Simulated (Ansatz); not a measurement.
Structure types of Co were relaxed at one common pressure (all-electron LAPW in Ansatz 0.2.0 under PBE, scalar-relativistic, ferromagnetic start, zero temperature). They take these volumes:

| type | space group | V (Å³/atom) |
| --- | --- | --- |
| hcp | P6_3/mmc | 8.86 |
| simple hexagonal | P6/mmm | 9.28 |
| diamond | Fd-3m | 11.26 |
| omega | P6/mmm | 8.95 |

**Question.** At about which pressure, and is the densest type also the lowest in enthalpy?

**Answer.** 70 GPa. The densest is hcp, and it is also the lowest in enthalpy among these.
